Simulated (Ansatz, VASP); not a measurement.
## B in VASP and in Ansatz

```xyz
12
Lattice="2.4381 1.4076 4.1664 -2.4381 1.4076 4.1664 0.0000 -2.8153 4.1664" Properties=species:S:1:pos:R:3 pbc="T T T"
B    -1.5682    0.9054    2.8126
B     0.0000   -1.8108    2.8126
B     1.5682    0.9054    2.8126
B     1.5682   -0.9054    9.6867
B    -1.5682   -0.9054    9.6867
B     0.0000    1.8108    9.6867
B    -0.9952    0.5746    4.4705
B     0.0000   -1.1492    4.4705
B     0.9952    0.5746    4.4705
B     0.9952   -0.5746    8.0288
B    -0.9952   -0.5746    8.0288
B     0.0000    1.1492    8.0288
```

Alike in both runs: functional PBEsol; k mesh 6 × 6 × 6; occupations gaussian, width 0.02 eV; no spin polarisation.

Ansatz relaxed the structure, and its values are those at the end. VASP's run is a single point on that final structure, the one shown.

|  | VASP | Ansatz |
| --- | --- | --- |
| version | VASP 6.6.1 | Ansatz 0.2.0 |
| potentials or method | VASP PAW PBE potentials, release 64 (B) | scalar-relativistic, plane waves, PAW |
| plane-wave cutoff (eV) | 520 | 420 |
| valence electrons in the cell | 36 | 36 |

```csv
,VASP,Ansatz,Ansatz less VASP
gap on the k mesh at the Fermi level (eV),1.34,1.34,+0.004
least direct gap on the mesh (eV),1.69,1.70,+0.004
pressure (GPa),0.4,0.0,-0.39
rms of the force components (eV/Å),0.015,0.000,-0.0147
```

Caveats: the PAW data sets were made with another functional, which shifts forces and pressure a little (VASP). A hybrid or GW would open this gap; PBEsol tends to underestimate it. A k mesh can miss the band edges.
